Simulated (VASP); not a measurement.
# Ni (Fm-3m) in VASP: a series of runs, part 2 of 2

VASP 6.6.1. Earlier steps stand in the parts before.

### Step 4. Relaxation of cell and atoms, LDA, collinear spin, ferromagnetic start

Input file INCAR:

```
SYSTEM = Ni
PREC = Accurate
ENCUT = 600
EDIFF = 1E-7
ISMEAR = 1
SIGMA = 0.1
LREAL = .False.
LASPH = .True.
NELM = 120
ALGO = Normal
ISIF = 3
LWAVE = .False.
LCHARG = .False.
ISPIN = 2
MAGMOM = 0.7
LORBIT = 11
LMAXMIX = 4
GGA = CA
IBRION = 2
NSW = 40
EDIFFG = -0.005
```

Input file KPOINTS:

```
Automatic mesh
0
Gamma
  20 20 20
  0 0 0
```

Input file POSCAR:

```
Ni
1.0
    0.0000000000      1.7350000000      1.7350000000
    1.7350000000      0.0000000000      1.7350000000
    1.7350000000      1.7350000000      0.0000000000
Ni
1
Direct
    0.0000000000      0.0000000000      0.0000000000
```

Potentials or basis: VASP PAW LDA potentials, release 64 (Ni).

Launch:

```
$ cat potpaw_LDA.64/Ni/POTCAR > POTCAR
$ mpirun -np 1 vasp_std > vasp.out
```

OUTCAR:

```text
SYSTEM = Ni
   PREC = Accurate
   ENCUT = 600
   EDIFF = 1E-7
   ISMEAR = 1
   LREAL = .False.
   LASPH = .True.
   NELM = 120
   ISIF = 3
   ISPIN = 2
   LORBIT = 11
   GGA = CA
   IBRION = 2
   NSW = 40
   EDIFFG = -0.005

 ion  position               nearest neighbor table
   1  0.000  0.000  0.000-

  LATTYP: Found a face centered cubic cell.
 ALAT       =     3.4700000000

  Lattice vectors:

 A1 = (   0.0000000000,   1.7350000000,   1.7350000000)
 A2 = (   1.7350000000,   0.0000000000,   1.7350000000)
 A3 = (   1.7350000000,   1.7350000000,   0.0000000000)

Analysis of symmetry for initial positions (statically):
=====================================================================
 Subroutine PRICEL returns:
 Original cell was already a primitive cell.

 Routine SETGRP: Setting up the symmetry group for a
 face centered cubic supercell.

 Subroutine GETGRP returns: Found 48 space group operations
 (whereof 48 operations were pure point group operations)
 out of a pool of 48 trial point group operations.

The static configuration has the point symmetry O_h .

Analysis of symmetry for dynamics (positions and initial velocities):
=====================================================================
 Subroutine PRICEL returns:
 Original cell was already a primitive cell.

 Routine SETGRP: Setting up the symmetry group for a
 face centered cubic supercell.

 Subroutine GETGRP returns: Found 48 space group operations
 (whereof 48 operations were pure point group operations)
 out of a pool of 48 trial point group operations.

The dynamic configuration has the point symmetry O_h .

Analysis of structural, dynamic, and magnetic symmetry:
=====================================================================
 Subroutine PRICEL returns:
 Original cell was already a primitive cell.

 Routine SETGRP: Setting up the symmetry group for a
 face centered cubic supercell.

 Subroutine GETGRP returns: Found 48 space group operations
 (whereof 48 operations were pure point group operations)
 out of a pool of 48 trial point group operations.

The overall configuration has the point symmetry O_h .

 Subroutine INISYM returns: Found 48 space group operations
 (whereof 48 operations are pure point group operations),
 and found     1 'primitive' translations

----------------------------------------------------------------------------------------

                                     Primitive cell

  volume of cell :      10.4455

  direct lattice vectors                    reciprocal lattice vectors
     0.000000000  1.735000000  1.735000000    -0.288184438  0.288184438  0.288184438
     1.735000000  0.000000000  1.735000000     0.288184438 -0.288184438  0.288184438
     1.735000000  1.735000000  0.000000000     0.288184438  0.288184438 -0.288184438

  length of vectors
     2.453660531  2.453660531  2.453660531     0.499150089  0.499150089  0.499150089

  position of ions in fractional coordinates (direct lattice)
     0.000000000  0.000000000  0.000000000

  ion indices of the primitive-cell ions
   primitive index   ion index
                 1           1

----------------------------------------------------------------------------------------

 KPOINTS: Automatic mesh

Automatic generation of k-mesh.
 Grid dimensions read from file:
 generate k-points for:   20   20   20

 Generating k-lattice:

  Cartesian coordinates                     Fractional coordinates (reciprocal lattice)
    -0.014409222  0.014409222  0.014409222     0.050000000  0.000000000  0.000000000
     0.014409222 -0.014409222  0.014409222     0.000000000  0.050000000  0.000000000
     0.014409222  0.014409222 -0.014409222     0.000000000  0.000000000  0.050000000

  Length of vectors
     0.024957504  0.024957504  0.024957504

  Shift w.r.t. Gamma in fractional coordinates (k-lattice)
     0.000000000  0.000000000  0.000000000

 Subroutine IBZKPT returns following result:
 ===========================================

 Found    256 irreducible k-points:

 Following reciprocal coordinates:
            Coordinates               Weight
  0.000000  0.000000  0.000000      1.000000
  0.050000  0.000000  0.000000      8.000000
  0.100000  0.000000  0.000000      8.000000
  0.150000  0.000000  0.000000      8.000000
  0.200000  0.000000  0.000000      8.000000
  0.250000  0.000000  0.000000      8.000000
[... 16 lines left out ...]
 -0.400000  0.050000  0.000000     24.000000
 -0.350000  0.050000  0.000000     24.000000
 [... further k-points ...]
   k-points           NKPTS =    256   k-points in BZ     NKDIM =    256   number of bands    NBANDS=      9
   number of dos      NEDOS =    301   number of ions     NIONS =      1
   total plane-waves  NPLWV =   8000
   dimension x,y,z NGX =    20 NGY =   20 NGZ =   20
   dimension x,y,z NGXF=    40 NGYF=   40 NGZF=   40
   ions per type =               1
   NGX,Y,Z   is equivalent  to a cutoff of  13.55, 13.55, 13.55 a.u.
   NGXF,Y,Z  is equivalent  to a cutoff of  27.10, 27.10, 27.10 a.u.
 SYSTEM =  Ni
   PREC   = accura    normal or accurate (medium, high low for compatibility)
   ISTART =      0    job   : 0-new  1-cont  2-samecut
   ICHARG =      2    charge: 1-file 2-atom 10-const
   ISPIN  =      2    spin polarized calculation?
   LNONCOLLINEAR =      F non collinear calculations
   LSORBIT =      F    spin-orbit coupling
   LASPH  =      T    aspherical Exc in radial PAW
   ENCUT  =  600.0 eV  44.10 Ry    6.64 a.u.   4.90  4.90  4.90*2*pi/ulx,y,z
   NELM   =    120;   NELMIN=  2; NELMDL= -5     # of ELM steps
   EDIFF  = 0.1E-06   stopping-criterion for ELM
   LREAL  =      F    real-space projection
   EDIFFG = -.5E-02   stopping-criterion for IOM
   NSW    =     40    number of steps for IOM
   IBRION =      2    ionic relax: 0-MD 1-quasi-New 2-CG
   NFREE  =      1    steps in history (QN), initial steepest desc. (CG)
   ISIF   =      3    stress and relaxation
   ISYM   =      2    0-nonsym 1-usesym 2-fastsym
   POTIM  = 0.5000    time-step for ionic-motion
   TEBEG  =    0.0;   TEEND  =   0.0 temperature during run
   PSTRESS=    0.0 pullay stress
   NELECT =      10.0000    total number of electrons
   NUPDOWN=      -1.0000    fix difference up-down
   EMIN   =  10.00;   EMAX   =-10.00  energy-range for DOS
   EFERMI =   0.00;   METHOD = LEGACY
   ISMEAR =     1;   SIGMA  =   0.10  broadening in eV -4-tet -1-fermi 0-gaus
   EFERMI_NEDOS =   21; number of points for ismear=-14 and -15
   IALGO  =     38    algorithm
   IMIX   =      4    mixing-type and parameters
     AMIX     =   0.40;   BMIX     =  1.00
     AMIX_MAG =   1.60;   BMIX_MAG =  1.00
  volume/ion in A,a.u.               =      10.45        70.49
  Fermi-wavevector in a.u.,A,eV,Ry     =   1.613487  3.049047 35.420576  2.603339
  Thomas-Fermi vector in A             =   2.708548
   LORBIT       =     11    0 simple, 1 ext, 2 COOP (PROOUT), +10 PAW based schemes
   GGA     = CA    functional components
   LHFCALC =     F    Hartree Fock is set to
   AEXX    =    0.0000 exact exchange contribution
   IVDW    =     0    specifies the selected vdW correction
   LEPSILON=     F    determine dielectric tensor
   LRPA    =     F    only Hartree local field effects (RPA)
 conjugate gradient relaxation of ions
 spin polarized calculation
 Methfessel and Paxton  Order N= 1 SIGMA  =   0.10
  energy-cutoff  :      600.00
  volume of cell :       10.45
 maximum number of plane-waves:       360
   NGX =  9   NGY =  9   NGZ =  9

--------------------------------------- Ionic step        1  -------------------------------------------

 number of electron      10.0000000 magnetization       0.7000000

 number of electron       9.9999997 magnetization       0.6108199

 Free energy of the ion-electron system (eV)
  ---------------------------------------------------
  ext. energy  EPLUGINS =         0.00000000
  ---------------------------------------------------
  free energy    TOTEN  =        -6.56598977 eV

  energy without entropy =       -6.56619890  energy(sigma->0) =       -6.56605948

 E-fermi :   9.6238     XC(G=0): -13.8559

 val. band max:        9.6236296943   @ k =   0.5000   0.3500   0.1000
 cond. band min:       9.6243392669   @ k =   0.4500   0.4000   0.0000
 fundamental gap:      0.0007095726
 Fermi energy:         9.6238092997

 spin component 1

 k-point     1 :       0.0000    0.0000    0.0000
  band No.  band energies     occupation
      1       0.3486      1.00000
      2       7.1538      1.00000
      3       7.1538      1.00000
      4       7.1538      1.00000
      5       8.3773      1.00000
      6       8.3773      1.00000
      7      33.7437      0.00000
      8      37.8195      0.00000
      9      37.8195      0.00000
[... 740 lines left out ...]
  energy  without entropy=       -6.5792753182  energy(sigma->0) =       -6.57902543

--------------------------------------- Ionic step        6  -------------------------------------------

 number of electron       9.9999993 magnetization       0.6088704

 Free energy of the ion-electron system (eV)
  ---------------------------------------------------
  ext. energy  EPLUGINS =         0.00000000
  ---------------------------------------------------
  free energy    TOTEN  =        -6.57890190 eV

  energy without entropy =       -6.57927770  energy(sigma->0) =       -6.57902717

 E-fermi :  10.2506     XC(G=0): -14.1050

 val. band max:       10.2487845065   @ k =   0.5000   0.3500   0.1000
 cond. band min:      10.2508961547   @ k =   0.4500   0.4000   0.0000
 fundamental gap:      0.0021116481
 Fermi energy:        10.2506409877

 spin component 1

 k-point     1 :       0.0000    0.0000    0.0000
  band No.  band energies     occupation
      1       0.6776      1.00000
      2       7.6650      1.00000
      3       7.6650      1.00000
      4       7.6650      1.00000
      5       8.9628      1.00000
      6       8.9628      1.00000
      7      34.7086      0.00000
      8      39.1188      0.00000
      9      39.1188      0.00000
[... 596 lines left out ...]
  FREE ENERGIE OF THE ION-ELECTRON SYSTEM (eV)
  ---------------------------------------------------
  free  energy   TOTEN  =        -6.5789018977 eV

  energy  without entropy=       -6.5792777025  energy(sigma->0) =       -6.57902717

 reached required accuracy - stopping structural energy minimisation

 total charge

# of ion       s       p       d       tot
------------------------------------------
    1        0.536   0.574   8.367   9.477

 magnetization (x)

# of ion       s       p       d       tot
------------------------------------------
    1       -0.005  -0.019   0.632   0.609
```

OSZICAR:

```text
N       E                     dE             d eps       ncg     rms          rms(c)
DAV:   1     0.247094960046E+02    0.24709E+02   -0.53316E+03  9320   0.163E+03
DAV:   2    -0.721702094854E+01   -0.31927E+02   -0.30883E+02  9354   0.178E+02
[... 53 lines left out ...]
DAV:   1    -0.657893246585E+01   -0.31992E-04   -0.50795E-04  9577   0.402E-01    0.460E-02
DAV:   2    -0.657891060839E+01    0.21857E-04   -0.42887E-04  9662   0.330E-01    0.218E-02
DAV:   3    -0.657890269986E+01    0.79085E-05   -0.58783E-05  9592   0.129E-01    0.760E-03
DAV:   4    -0.657890200750E+01    0.69235E-06   -0.42773E-07  9699   0.570E-03    0.420E-03
DAV:   5    -0.657890189314E+01    0.11436E-06   -0.19066E-07  4913   0.343E-03    0.720E-04
DAV:   6    -0.657890189766E+01   -0.45152E-08   -0.89842E-09  4624   0.112E-03
   6 F= -.65789019E+01 E0= -.65790272E+01  d E =-.125094E-05  mag=     0.6089
```

CONTCAR:

```text
Ni
   1.00000000000000
     0.0000000000000000    1.7113753880582128    1.7113753880582128
     1.7113753880582128    0.0000000000000000    1.7113753880582128
     1.7113753880582128    1.7113753880582128   -0.0000000000000000
  Ni
     1
Direct
     1.0000000000000000    1.0000000000000000    0.0000000000000000

  0.00000000E+00  0.00000000E+00  0.00000000E+00
```

Run time: 4.5 min. Hardware: 1 thread of Intel Xeon Platinum 8375C at 2.90GHz (Ice Lake), shared host; peak memory 0.17 GiB.

Results:

```yaml
Free_energy: -6.5789 eV
Relaxed_volume: 10.02 Å³/atom
Relaxed_cell: a = 2.420 Å, b = 2.420 Å, c = 2.420 Å, α = 60.00°, β = 60.00°, γ = 60.00°
Space_group_after_relaxing_to_0.05_Å: Fm-3m (No. 225)
Energy_gained_by_relaxing: 12.9 meV/atom
Ionic_steps: 6
Pressure_after_relaxing: 0.0 GPa
Band_gap_on_the_k_mesh: none (metal or under the smearing width)
Net_moment: 0.61 μB per cell
Site_moments: Ni +0.61 μB
Valence_electrons_inside_the_program's_atomic_spheres: Ni 9.48
```

Step by step:
| step | energy change (eV) | largest force (eV/Å) | pressure (GPa) | volume (Å³) |
| --- | --- | --- | --- | --- |
| 1 | 0.0000 | 0.0000 | -9.44 | 10.45 |
| 2 | 0.0073 | 0.0000 | 14.14 | 9.54 |
| 3 | -0.0129 | 0.0000 | -0.10 | 10.03 |
| 4 | -0.0129 | 0.0000 | 0.10 | 10.02 |
| 5 | -0.0129 | 0.0000 | -0.11 | 10.03 |
| 6 | -0.0129 | 0.0000 | 0.00 | 10.02 |

Final structure:
```
Ni
1.0
     0.00000    1.71138    1.71138
     1.71138    0.00000    1.71138
     1.71138    1.71138    0.00000
Ni
1
Direct
  0.00000 0.00000 0.00000
```

### Step 5. Electrostatic potential, LDA, collinear spin, ferromagnetic start

This run uses another cell than the first one, of 10.02 Å³/atom, 0.960 times its volume.

Input file INCAR:

```
SYSTEM = Ni
  ALGO = Normal
  EDIFF = 1E-7
  ENCUT = 520
  GGA = CA
  ISIF = 2
  ISMEAR = 1
  ISPIN = 2
  LASPH = .TRUE.
  LCHARG = .TRUE.
  LMAXMIX = 4
  LORBIT = 11
  LREAL = .FALSE.
  LVHAR = .TRUE.
  LWAVE = .FALSE.
  MAGMOM = 0.7
  NELM = 150
  PREC = Accurate
  SIGMA = 0.1
```

Input file KPOINTS:

```
k-points
0
G
  20 20 20
  0 0 0
```

Input file POSCAR:

```
Ni                                      
1.0
    0.0000000000      1.7113753881      1.7113753881
    1.7113753881      0.0000000000      1.7113753881
    1.7113753881      1.7113753881     -0.0000000000
  Ni            
     1
Direct
     1.0000000000000000    1.0000000000000000    0.0000000000000000
```

Launch:

```
$ cat potpaw_LDA.64/Ni/POTCAR > POTCAR
$ mpirun -np 1 vasp_std > vasp.out
```

It took 42 s on 1 thread of Intel Xeon Platinum 8375C at 2.90GHz (Ice Lake), shared host; peak memory 0.15 GiB.

Results (log left out):

| Quantity | Value |
| --- | --- |
| Free energy | -6.5788 eV |
| Pressure | 0.1 GPa |
| Band gap on the k mesh | none (metal or under the smearing width) |
| Net moment | 0.61 μB per cell |
| Site moments | Ni +0.61 μB |
| Valence electrons inside the program's atomic spheres | Ni 9.48 |

Levels at points of the mesh, in eV from the Fermi level:
Spin up:
```tsv
k point	band 2	band 3	band 4	band 5	band 6	band 7	band 8	band 9
(0.00, 0.00, 0.00)	-2.59	-2.59	-2.59	-1.29	-1.29	24.46	28.87	28.87
(0.50, 0.00, 0.00)	-2.60	-2.60	-0.50	-0.50	-0.41	6.32	22.94	26.01
(0.50, 0.50, 0.00)	-4.60	-0.48	-0.33	-0.33	2.50	10.03	15.54	15.54
```
Spin down:
```csv
k point,band 3,band 4,band 5,band 6,band 7,band 8
"(0.00, 0.00, 0.00)",-1.96,-1.96,-0.71,-0.71,24.45,28.92
"(0.50, 0.00, 0.00)",-2.04,-0.38,0.16,0.16,6.71,22.92
"(0.50, 0.50, 0.00)",0.12,0.38,0.38,2.56,10.31,15.62
```
